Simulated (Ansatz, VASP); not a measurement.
## One calculation of AgCl, two programs

```
CELL_PARAMETERS angstrom
3.96441 0.00000 0.00000
-1.98220 3.43328 0.00000
0.00000 0.00000 6.13839
ATOMIC_POSITIONS crystal
Ag 0.00000 0.00000 0.00000
Ag 0.00000 0.00000 0.50000
Cl 0.33333 0.66667 0.25000
Cl 0.66667 0.33333 0.75000
```

Alike in both runs: task single point; functional r2SCAN; k mesh 6 × 6 × 4; no spin polarisation.

```csv
,VASP,Ansatz
version,VASP 6.6.1,Ansatz 0.2.0
potentials or method,"VASP PAW PBE potentials, release 64 (Ag, Cl)","plane waves, PAW"
plane-wave cutoff (eV),520,500
occupations,"gaussian, width 0.01 eV",fixed
valence electrons in the cell,36,52
```

```tsv
	VASP	Ansatz	Ansatz less VASP
gap on the k mesh at the Fermi level (eV)	1.44	1.49	+0.051
pressure (GPa)	1.6	1.7	+0.07
```

The two sets of potentials don't hold the same shells in valence.

Caveats: the PAW data sets were made with another functional, which shifts forces and pressure a little (VASP). r2SCAN opens gaps a little over a GGA but as a rule still falls short of measured ones.
